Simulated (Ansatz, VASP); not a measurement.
**TiS2: VASP beside Ansatz**

```
Ti S
1.0
     3.43460    0.00000    0.00000
    -1.71730    2.97445    0.00000
     0.00000    0.00000    5.73272
Ti S
1 2
Direct
  0.00000 0.00000 0.00000
  0.66667 0.33333 0.75000
  0.33333 0.66667 0.25000
```

Change from the starting cell: volume scaled by 1.02.

Alike in both runs: task single point; functional PBE; k mesh 9 × 9 × 5; occupations fermi-dirac, width 0.05 eV; no spin polarisation.

```csv
,VASP,Ansatz
version,VASP 6.6.1,Ansatz 0.2.0
potentials or method,"VASP PAW PBE potentials, release 64 (Ti_sv, S)",Ansatz PAW
plane-wave cutoff (eV),520,420
valence electrons in the cell,24,24
```

```csv
,VASP,Ansatz,Ansatz less VASP
gap on the k mesh at the Fermi level (eV),none,none,-
pressure (GPa),-1.5,-1.5,+0.04
largest component of the traceless stress (GPa),0.74,0.68,-0.058
rms of the force components (eV/Å),0.160,0.162,+0.0028
```

Atom by atom the forces differ by 0.003 eV/Å (rms over components). A gap of «none» marks a metal or a gap that the smearing closes.

Caveats: this functional lacks dispersion, which binds the layers, so the pressure and a relaxed spacing across them are unreliable.
